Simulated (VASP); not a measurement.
# NaF (Villiaumite) (Fm-3m) in VASP: further runs, part 3 of 3

VASP 6.6.1. The steps go on from the part before.

## (4) Relaxation of the atoms, PBE+D3(BJ) (a relaxed cell with its volume scaled by 1.02)

The input, INCAR:

```
SYSTEM = NaF
PREC = Accurate ; ENCUT = 600
EDIFF = 1E-7 ; ISMEAR = 0
SIGMA = 0.03 ; LREAL = .FALSE.
LASPH = .TRUE. ; NELM = 80
ALGO = Normal ; ISIF = 2
LWAVE = .FALSE. ; LCHARG = .FALSE.
GGA = PE ; IVDW = 12
IBRION = 2 ; NSW = 40
EDIFFG = -0.01
```

The input, KPOINTS:

```
Automatic mesh
0
G
  10 10 10
  0 0 0
```

The input, POSCAR:

```
NaF                                     
1.0
    0.0000000000      2.3273422726      2.3273422726
    2.3273422726      0.0000000000      2.3273422726
    2.3273422726      2.3273422726      0.0000000000
  Na              F             
     1     1
Direct
     0.0000000000000000    0.0000000000000000    0.0000000000000000
     0.5000000000000000    0.5000000000000000    0.5000000000000000
```

Potentials or basis: VASP PAW PBE potentials, release 64 (Na_pv, F).

The run is started by

```sh
cat potpaw_PBE.64/Na_pv/POTCAR potpaw_PBE.64/F/POTCAR > POTCAR
mpirun -np 1 vasp_std > vasp.out
```

OUTCAR:

```text
SYSTEM = NaF
   PREC = Accurate
   ENCUT = 600
   EDIFF = 1E-7
   ISMEAR = 0
   LREAL = .FALSE.
   LASPH = .TRUE.
   NELM = 80
   ISIF = 2
   GGA = PE
   IVDW = 12
   IBRION = 2
   NSW = 40
   EDIFFG = -0.01
 IVDW          = 12

 ion  position               nearest neighbor table
   1  0.000  0.000  0.000-   2 2.33   2 2.33   2 2.33   2 2.33   2 2.33   2 2.33
   2  0.500  0.500  0.500-   1 2.33   1 2.33   1 2.33   1 2.33   1 2.33   1 2.33

  LATTYP: Found a face centered cubic cell.
 ALAT       =     4.6546845452

  Lattice vectors:

 A1 = (   0.0000000000,   2.3273422726,   2.3273422726)
 A2 = (   2.3273422726,   0.0000000000,   2.3273422726)
 A3 = (   2.3273422726,   2.3273422726,   0.0000000000)

Analysis of symmetry for initial positions (statically):
=====================================================================
 Subroutine PRICEL returns:
 Original cell was already a primitive cell.

 Routine SETGRP: Setting up the symmetry group for a
 face centered cubic supercell.

 Subroutine GETGRP returns: Found 48 space group operations
 (whereof 48 operations were pure point group operations)
 out of a pool of 48 trial point group operations.

The static configuration has the point symmetry O_h .

Analysis of symmetry for dynamics (positions and initial velocities):
=====================================================================
 Subroutine PRICEL returns:
 Original cell was already a primitive cell.

 Routine SETGRP: Setting up the symmetry group for a
 face centered cubic supercell.

 Subroutine GETGRP returns: Found 48 space group operations
 (whereof 48 operations were pure point group operations)
 out of a pool of 48 trial point group operations.

The dynamic configuration has the point symmetry O_h .

 Subroutine INISYM returns: Found 48 space group operations
 (whereof 48 operations are pure point group operations),
 and found     1 'primitive' translations

----------------------------------------------------------------------------------------

                                     Primitive cell

  volume of cell :      25.2122

  direct lattice vectors                    reciprocal lattice vectors
     0.000000000  2.327342273  2.327342273    -0.214837330  0.214837330  0.214837330
     2.327342273  0.000000000  2.327342273     0.214837330 -0.214837330  0.214837330
     2.327342273  2.327342273  0.000000000     0.214837330  0.214837330 -0.214837330

  length of vectors
     3.291359006  3.291359006  3.291359006     0.372109171  0.372109171  0.372109171

  position of ions in fractional coordinates (direct lattice)
     0.000000000  0.000000000  0.000000000
     0.500000000  0.500000000  0.500000000

  ion indices of the primitive-cell ions
   primitive index   ion index
                 1           1
                 2           2

----------------------------------------------------------------------------------------

 KPOINTS: Automatic mesh

Automatic generation of k-mesh.
 Grid dimensions read from file:
 generate k-points for:   10   10   10

 Generating k-lattice:

  Cartesian coordinates                     Fractional coordinates (reciprocal lattice)
[... 43 lines left out ...]
   number of dos      NEDOS =    301   number of ions     NIONS =      2
   total plane-waves  NPLWV =  21952
   dimension x,y,z NGX =    28 NGY =   28 NGZ =   28
   dimension x,y,z NGXF=    56 NGYF=   56 NGZF=   56
   ions per type =               1   1
   NGX,Y,Z   is equivalent  to a cutoff of  14.14, 14.14, 14.14 a.u.
   NGXF,Y,Z  is equivalent  to a cutoff of  28.29, 28.29, 28.29 a.u.
 SYSTEM =  NaF
   PREC   = accura    normal or accurate (medium, high low for compatibility)
   ISTART =      0    job   : 0-new  1-cont  2-samecut
   ICHARG =      2    charge: 1-file 2-atom 10-const
   ISPIN  =      1    spin polarized calculation?
   LNONCOLLINEAR =      F non collinear calculations
   LSORBIT =      F    spin-orbit coupling
   LASPH  =      T    aspherical Exc in radial PAW
   ENCUT  =  600.0 eV  44.10 Ry    6.64 a.u.   6.57  6.57  6.57*2*pi/ulx,y,z
   NELM   =     80;   NELMIN=  2; NELMDL= -5     # of ELM steps
   EDIFF  = 0.1E-06   stopping-criterion for ELM
   LREAL  =      F    real-space projection
   EDIFFG = -.1E-01   stopping-criterion for IOM
   NSW    =     40    number of steps for IOM
   IBRION =      2    ionic relax: 0-MD 1-quasi-New 2-CG
   NFREE  =      1    steps in history (QN), initial steepest desc. (CG)
   ISIF   =      2    stress and relaxation
   ISYM   =      2    0-nonsym 1-usesym 2-fastsym
   POTIM  = 0.5000    time-step for ionic-motion
   TEBEG  =    0.0;   TEEND  =   0.0 temperature during run
   PSTRESS=    0.0 pullay stress
   NELECT =      14.0000    total number of electrons
   NUPDOWN=      -1.0000    fix difference up-down
   EMIN   =  10.00;   EMAX   =-10.00  energy-range for DOS
   EFERMI =   0.00;   METHOD = LEGACY
   ISMEAR =     0;   SIGMA  =   0.03  broadening in eV -4-tet -1-fermi 0-gaus
   EFERMI_NEDOS =   21; number of points for ismear=-14 and -15
   IALGO  =     38    algorithm
   IMIX   =      4    mixing-type and parameters
     AMIX     =   0.40;   BMIX     =  1.00
     AMIX_MAG =   1.60;   BMIX_MAG =  1.00
  volume/ion in A,a.u.               =      12.61        85.07
  Fermi-wavevector in a.u.,A,eV,Ry     =   1.345594  2.542803 24.635011  1.810622
  Thomas-Fermi vector in A             =   2.473494
   LORBIT       =      0    0 simple, 1 ext, 2 COOP (PROOUT), +10 PAW based schemes
   GGA     = PE    functional components
   LHFCALC =     F    Hartree Fock is set to
   AEXX    =    0.0000 exact exchange contribution
   IVDW    =    12    specifies the selected vdW correction
   LEPSILON=     F    determine dielectric tensor
   LRPA    =     F    only Hartree local field effects (RPA)
 conjugate gradient relaxation of ions
 non-spin polarized calculation
 Gauss-broadening in eV      SIGMA  =   0.03
  energy-cutoff  :      600.00
  volume of cell :       25.21
 maximum number of plane-waves:       869
 NGX is ok and might be reduce to    28
   NGX = 13   NGY = 13   NGZ = 13

 number of electron      14.0000006 magnetization

 Free energy of the ion-electron system (eV)
  ---------------------------------------------------
  ext. energy  EPLUGINS =         0.00000000
  ---------------------------------------------------
  free energy    TOTEN  =        -8.56729848 eV

  energy without entropy =       -8.56729848  energy(sigma->0) =       -8.56729848

 E-fermi :  -1.9992     XC(G=0):  -9.0907

 val. band max:       -2.1443983504   @ k =   0.0000   0.0000   0.0000
 cond. band min:       4.0858794702   @ k =   0.0000   0.0000   0.0000
 fundamental gap:      6.2302778206
 Fermi energy:        -1.9992146135

 k-point     1 :       0.0000    0.0000    0.0000
  band No.  band energies     occupation
      1     -21.2957      2.00000
      2     -21.1292      2.00000
      3     -21.1292      2.00000
      4     -21.1292      2.00000
      5      -2.1444      2.00000
      6      -2.1444      2.00000
      7      -2.1444      2.00000
      8       4.0859      0.00000
      9      16.7384      0.00000
     10      16.7384      0.00000
     11      16.7384      0.00000
[... 309 lines left out ...]
 k-point    24 :       0.4000    0.3000    0.0000
  band No.  band energies     occupation
      1     -21.5824      2.00000
      2     -21.1747      2.00000
      3     -21.1672      2.00000
      4     -20.7227      2.00000
      5      -3.2967      2.00000
      6      -2.5196      2.00000
      7      -2.4648      2.00000
      8       8.3240      0.00000
      9      11.6520      0.00000
     10      14.4519      0.00000
     11      17.3047      0.00000

 [... further k-points ...]

------------------------ aborting loop because EDIFF is reached ----------------------------------------

 Edisp (eV)   -0.34246

 E8    (eV) :    -0.1478

  FORCE on cell =-STRESS in cart. coord.  units (eV):
  Direction    XX          YY          ZZ          XY          YZ          ZX
  --------------------------------------------------------------------------------------
  -------------------------------------------------------------------------------------
  Total      -0.16217    -0.16217    -0.16217     0.00000    -0.00000     0.00000
  in kB     -10.30568   -10.30568   -10.30568     0.00000    -0.00000     0.00000
  external pressure =      -10.31 kB  Pullay stress =        0.00 kB

 VOLUME and BASIS-vectors are now :
 -----------------------------------------------------------------------------
  energy-cutoff  :      600.00
  volume of cell :       25.21
      direct lattice vectors                 reciprocal lattice vectors
     0.000000000  2.327342273  2.327342273    -0.214837330  0.214837330  0.214837330
     2.327342273  0.000000000  2.327342273     0.214837330 -0.214837330  0.214837330
     2.327342273  2.327342273  0.000000000     0.214837330  0.214837330 -0.214837330

 POSITION                                       TOTAL-FORCE (eV/Angst)
 -----------------------------------------------------------------------------------
      0.00000      0.00000      0.00000        -0.000000     -0.000000     -0.000000
      2.32734      2.32734      2.32734         0.000000      0.000000      0.000000
 -----------------------------------------------------------------------------------
    total drift:                                0.000000      0.000000      0.000000

  FREE ENERGIE OF THE ION-ELECTRON SYSTEM (eV)
  ---------------------------------------------------
  free  energy   TOTEN  =        -8.9097623333 eV

  energy  without entropy=       -8.9097623333  energy(sigma->0) =       -8.90976233

 reached required accuracy - stopping structural energy minimisation
```

It took 13 s on 1 thread of Intel Xeon 6975P-C (Granite Rapids), shared host; peak memory 0.16 GiB.

Results:

```yaml
Free_energy: -8.9098 eV
Pressure_after_relaxing: -1.0 GPa
Band_gap_on_the_k_mesh: 6.23 eV, direct
Dispersion_energy_per_atom: -0.171 eV
```

Final structure:
```
CELL_PARAMETERS angstrom
0.00000 2.32734 2.32734
2.32734 0.00000 2.32734
2.32734 2.32734 0.00000
ATOMIC_POSITIONS crystal
Na 0.00000 0.00000 0.00000
F 0.50000 0.50000 0.50000
```

Caveat: the relaxation stopped at its first step, so nothing moved. A k mesh can miss the band edges.

## (5) Relaxation of the atoms, PBE+D3(BJ) (a relaxed cell with its volume scaled by 1.04)

INCAR is that of step 4.

KPOINTS is that of step 4.

The input, POSCAR:

```
NaF                                     
1.0
    0.0000000000      2.3424553082      2.3424553082
    2.3424553082      0.0000000000      2.3424553082
    2.3424553082      2.3424553082      0.0000000000
  Na              F             
     1     1
Direct
     0.0000000000000000    0.0000000000000000    0.0000000000000000
     0.5000000000000000    0.5000000000000000    0.5000000000000000
```

The run is started by

```sh
cat potpaw_PBE.64/Na_pv/POTCAR potpaw_PBE.64/F/POTCAR > POTCAR
mpirun -np 1 vasp_std > vasp.out
```

Run time: 13 s. Hardware: 1 thread of Intel Xeon 6975P-C (Granite Rapids), shared host; peak memory 0.16 GiB.

Results (log left out):

* Free energy: -8.9064 eV
* Pressure after relaxing: -1.9 GPa
* Band gap on the k mesh: 6.13 eV, direct
* Dispersion energy per atom: -0.168 eV

Final structure:
```
Na F
1.0
     0.00000    2.34246    2.34246
     2.34246    0.00000    2.34246
     2.34246    2.34246    0.00000
Na F
1 1
Cartesian
  0.0000 0.0000 0.0000
  2.3425 2.3425 2.3425
```

Levels at points of the mesh, in eV from the valence-band top:
| k point | band 5 | band 6 | band 7 | band 8 | band 9 | band 10 |
| --- | --- | --- | --- | --- | --- | --- |
| (0.00, 0.00, 0.00) | 0.00 | 0.00 | 0.00 | 6.13 | 18.74 | 18.74 |
| (0.50, 0.00, 0.00) | -1.52 | -0.24 | -0.24 | 10.58 | 12.19 | 19.76 |
| (0.50, 0.50, 0.00) | -1.22 | -0.39 | -0.39 | 12.89 | 13.19 | 13.28 |

Caveat: the relaxation stopped at its first step, so nothing moved.

## (6) Relaxation of the atoms, PBE+D3(BJ) (a relaxed cell with its volume scaled by 1.06)

INCAR is that of step 5.

KPOINTS is that of step 5.

The input, POSCAR:

```
NaF                                     
1.0
    0.0000000000      2.3573758080      2.3573758080
    2.3573758080      0.0000000000      2.3573758080
    2.3573758080      2.3573758080      0.0000000000
  Na              F             
     1     1
Direct
     0.0000000000000000    0.0000000000000000    0.0000000000000000
     0.5000000000000000    0.5000000000000000    0.5000000000000000
```

Potentials or basis: VASP PAW PBE potentials, release 64 (Na_pv, F).

The run is started by

```sh
cat potpaw_PBE.64/Na_pv/POTCAR potpaw_PBE.64/F/POTCAR > POTCAR
mpirun -np 1 vasp_std > vasp.out
```

OUTCAR:

```text
SYSTEM = NaF
   PREC = Accurate
   ENCUT = 600
   EDIFF = 1E-7
   ISMEAR = 0
   LREAL = .FALSE.
   LASPH = .TRUE.
   NELM = 80
   ISIF = 2
   GGA = PE
   IVDW = 12
   IBRION = 2
   NSW = 40
   EDIFFG = -0.01
 IVDW          = 12

 ion  position               nearest neighbor table
   1  0.000  0.000  0.000-
   2  0.500  0.500  0.500-

  LATTYP: Found a face centered cubic cell.
 ALAT       =     4.7147516160

  Lattice vectors:

 A1 = (   0.0000000000,   2.3573758080,   2.3573758080)
 A2 = (   2.3573758080,   0.0000000000,   2.3573758080)
 A3 = (   2.3573758080,   2.3573758080,   0.0000000000)

Analysis of symmetry for initial positions (statically):
=====================================================================
 Subroutine PRICEL returns:
 Original cell was already a primitive cell.

 Routine SETGRP: Setting up the symmetry group for a
 face centered cubic supercell.

 Subroutine GETGRP returns: Found 48 space group operations
 (whereof 48 operations were pure point group operations)
[... 175 lines left out ...]
      1     -21.4060      2.00000
      2     -21.4060      2.00000
      3     -21.4060      2.00000
      4     -21.3935      2.00000
      5      -2.3030      2.00000
      6      -2.3030      2.00000
      7      -2.3030      2.00000
      8       3.7276      0.00000
      9      16.3040      0.00000
     10      16.3040      0.00000
     11      16.3040      0.00000
[... 309 lines left out ...]
 k-point    24 :       0.4000    0.3000    0.0000
  band No.  band energies     occupation
      1     -21.7575      2.00000
      2     -21.4457      2.00000
      3     -21.4393      2.00000
      4     -20.9324      2.00000
      5      -3.3990      2.00000
      6      -2.6599      2.00000
      7      -2.6081      2.00000
      8       7.8742      0.00000
      9      11.3247      0.00000
     10      13.8960      0.00000
     11      16.6968      0.00000

 [... further k-points ...]

------------------------ aborting loop because EDIFF is reached ----------------------------------------

 Edisp (eV)   -0.32919

 E8    (eV) :    -0.1421

  FORCE on cell =-STRESS in cart. coord.  units (eV):
  Direction    XX          YY          ZZ          XY          YZ          ZX
  --------------------------------------------------------------------------------------
  -------------------------------------------------------------------------------------
  Total      -0.43769    -0.43769    -0.43769     0.00000     0.00000     0.00000
  in kB     -26.76435   -26.76435   -26.76435     0.00000     0.00000     0.00000
  external pressure =      -26.76 kB  Pullay stress =        0.00 kB

 VOLUME and BASIS-vectors are now :
 -----------------------------------------------------------------------------
  energy-cutoff  :      600.00
  volume of cell :       26.20
      direct lattice vectors                 reciprocal lattice vectors
     0.000000000  2.357375808  2.357375808    -0.212100251  0.212100251  0.212100251
     2.357375808  0.000000000  2.357375808     0.212100251 -0.212100251  0.212100251
     2.357375808  2.357375808  0.000000000     0.212100251  0.212100251 -0.212100251

 POSITION                                       TOTAL-FORCE (eV/Angst)
 -----------------------------------------------------------------------------------
      0.00000      0.00000      0.00000        -0.000000      0.000000     -0.000000
      2.35738      2.35738      2.35738         0.000000     -0.000000      0.000000
 -----------------------------------------------------------------------------------
    total drift:                                0.000000      0.000000      0.000000

  FREE ENERGIE OF THE ION-ELECTRON SYSTEM (eV)
  ---------------------------------------------------
  free  energy   TOTEN  =        -8.9003157071 eV

  energy  without entropy=       -8.9003157071  energy(sigma->0) =       -8.90031571

 reached required accuracy - stopping structural energy minimisation
```

CONTCAR:

```text
NaF
   1.00000000000000
     0.0000000000000000    2.3573758080000000    2.3573758080000000
     2.3573758080000000    0.0000000000000000    2.3573758080000000
     2.3573758080000000    2.3573758080000000    0.0000000000000000
  Na              F
     1     1
Direct
     0.0000000000000000    0.0000000000000000    0.0000000000000000
     0.5000000000000000    0.5000000000000000    0.5000000000000000

  0.00000000E+00  0.00000000E+00  0.00000000E+00
  0.00000000E+00  0.00000000E+00  0.00000000E+00
```

It took 9.3 s on 1 thread of Intel Xeon 6975P-C (Granite Rapids), shared host; peak memory 0.16 GiB.

Results:

```
Free energy                : -8.9003 eV
Pressure after relaxing    : -2.7 GPa
Band gap on the k mesh     : 6.03 eV, direct
Dispersion energy per atom : -0.165 eV
```

Final structure:
```
Na F
1.0
     0.00000    2.35738    2.35738
     2.35738    0.00000    2.35738
     2.35738    2.35738    0.00000
Na F
1 1
Direct
  0.00000 0.00000 0.00000
  0.50000 0.50000 0.50000
```

Caveat: the relaxation stopped at its first step, so nothing moved. A k mesh can miss the band edges.

## (7) The runs side by side

```csv
cell,gap on the mesh (eV),pressure (GPa)
atoms relaxed from: a relaxed cell with its volume scaled by 0.98,6.45,1.0
atoms relaxed,6.34,-0.1
atoms relaxed from: a relaxed cell with its volume scaled by 1.02,6.23,-1.0
atoms relaxed from: a relaxed cell with its volume scaled by 1.04,6.13,-1.9
atoms relaxed from: a relaxed cell with its volume scaled by 1.06,6.03,-2.7
```

Alike in all rows: task relaxation of the atoms; level PBE+D3(BJ); potentials or basis VASP PAW PBE potentials, release 64 (Na_pv, F); no spin polarisation; k mesh 10 × 10 × 10; cutoff (eV) 600; smearing gaussian 0.03 eV.

Caveats: the relaxation stopped at its first step, so nothing moved.

Total energies depend on the potentials used, so only differences within one code and one set of settings carry meaning.
